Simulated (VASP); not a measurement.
The system is SiC.

```
C Si
1.0
     2.57651    0.00000    0.00000
     0.00000    3.35747    0.00000
     0.00000    0.00000    4.94116
C Si
2 2
Direct
  0.75000 0.00000 0.91255
  0.25000 0.00000 0.08745
  0.25000 0.50000 0.29243
  0.75000 0.50000 0.70757
```

The cell was built by a generator and needn't be a form met in nature.

Program: VASP 6.6.1. Alike in all runs: task single point; no spin polarisation; cell as given; cutoff (eV) 520; smearing fermi-dirac 0.02 eV; the mesh is coarse, so values aren't converged.

Problem. Order these runs on this cell by their pressure, lowest first.
A. level HSE06; potentials or basis VASP PAW PBE potentials, release 64 (C, Si); k mesh 4 × 4 × 2; exchange at q = 0 truncated; grid for exact exchange (PRECFOCK) Normal; screening parameter 0.2079 1/A
B. level LDA; potentials or basis VASP PAW LDA potentials, release 64 (C, Si); k mesh 6 × 6 × 4
C. level PBE; potentials or basis VASP PAW PBE potentials, release 64 (C, Si); k mesh 6 × 6 × 4

Solution. B (-4.3 GPa), A (-2.8 GPa), C (2.3 GPa).

Caveats: all runs use coarse meshes; the PAW data sets were made with another functional, which shifts forces and pressure a little (some runs).
